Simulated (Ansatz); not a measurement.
# Ag: the cost of one run

Program: Ansatz 0.2.0. Level of theory: DFT r2SCAN, scalar-relativistic, plane waves, PAW. These are calculated values, not measurements.

This is Ag in the bcc structure; at room conditions it is fcc.

2 further runs of the same task are left out: 2 set aside as unsound or not needed. Runs told in other sessions of the task aren't counted.

## (1) The structure to begin with

It takes space group Im-3m (No. 229, cubic). Conventional cell: a = 3.269 Å, b = 3.269 Å, c = 3.269 Å, α = 90.00°, β = 90.00°, γ = 90.00°. Ag (site symmetry m-3m) is surrounded by 8 Ag at 2.83 Å.

As a file:

```xyz
2
Lattice="-1.6343 1.6343 1.6343 1.6343 -1.6343 1.6343 3.2685 3.2685 0.0000" Properties=species:S:1:pos:R:3 pbc="T T T"
Ag    0.0000    0.0000    0.0000
Ag    1.6343    1.6343    1.6343
```

It goes back to an entry of the Materials Project, which need not be the stable form.

It is built from the cell relaxed beforehand with the same method (17.46 Å³/atom).

## (2) Zero of the scan

Contents of input.yaml:

```yaml
crystal:
  lattice:
    - [-1.6342676484, 1.6342676484, 1.6342676484]
    - [1.6342676484, -1.6342676484, 1.6342676484]
    - [3.2685352969, 3.2685352969, 0.0]
  atoms:
    - { symbol: Ag, position: [0.0, 0.0, 0.0] }
    - { symbol: Ag, position: [0.5, 0.5, 0.5] }
basis:
  ecutwfc: 500
kpoints:
  mp_grid: { grid: [22, 22, 14] }
hamiltonian:
  xc: r2scan
scf:
  occupations: { method: gaussian, width: 0.15 }
output:
  forces: true
  stress: true
  eigenvalues: true
```

Started as:

```bash
> ansatz run input.yaml --threads 2 --pin off --max-ram 5120MiB --backend cpu --events-out ev --progress --plain --runs-dir out
```

Q: Estimate wall time and peak memory on 2 threads of Oxide Virtual Turin-like (Zen 5), shared host.

About 20 s, with a peak of 1.1 GiB.
